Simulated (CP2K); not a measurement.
Runs of CP2K 2026.2 on InP. The structure is cubic, space group Fm-3m (No. 225). The conventional cell has a = 5.538 Å, b = 5.538 Å, c = 5.538 Å, α = 90.00°, β = 90.00°, γ = 90.00°. Around In (site symmetry m-3m) lie 6 P at 2.77 Å. P (site symmetry m-3m) has 6 In at 2.77 Å as nearest neighbours. Measurements of this composition are mostly on another form, of space group No. 216.

```csv
potentials or basis,ADDED_MOS,gap on the mesh (eV),pressure (GPa)
"GTH_POTENTIALS In GTH-PBE-q13, P GTH-PBE-q5; DZVP-MOLOPT-SR-GTH basis",[10],none,0.5
"POTENTIAL_UZH In GTH-PBE-q13, P GTH-PBE-q5; DZVP-MOLOPT-PBE-GTH basis",[10],none,(b)
"POTENTIAL_UZH In GTH-PBE-q13, P GTH-PBE-q5; TZVP-MOLOPT-PBE-GTH basis",[10],none,0.6
"POTENTIAL_UZH In GTH-PBE-q13, P GTH-PBE-q5; ccGRB-D basis",[10],none,1.3
"GTH_POTENTIALS In GTH-PBE-q13, P GTH-PBE-q5; SZV-MOLOPT-SR-GTH basis",[4],none,5.9
"POTENTIAL_UZH In GTH-PBE-q13, P GTH-PBE-q5; TZV2P-MOLOPT-PBE-GTH basis",[10],none,0.5
"GTH_POTENTIALS In GTH-PBE-q13, P GTH-PBE-q5; TZVP-MOLOPT-SR-GTH, TZVP-MOLOPT-GTH basis",[10],none,(a)
```

Alike in all rows: task atomic charges; level PBE; no spin polarisation; cell as given; k mesh 8 × 8 × 8; smearing fermi-dirac 0.05 eV.

**Question.** Fill in the values left out.

**Answer.** (a) 0.4; (b) 0.8.

Caveats: the basis of atomic orbitals isn't converged, which shifts pressures, moduli and gaps; a minimal basis gives rough bond lengths, pressures and levels (some runs).

A k mesh can miss the band edges, and the runs leave out spin-orbit coupling on In.

A gap of «none» marks a metal or a gap under the smearing width.
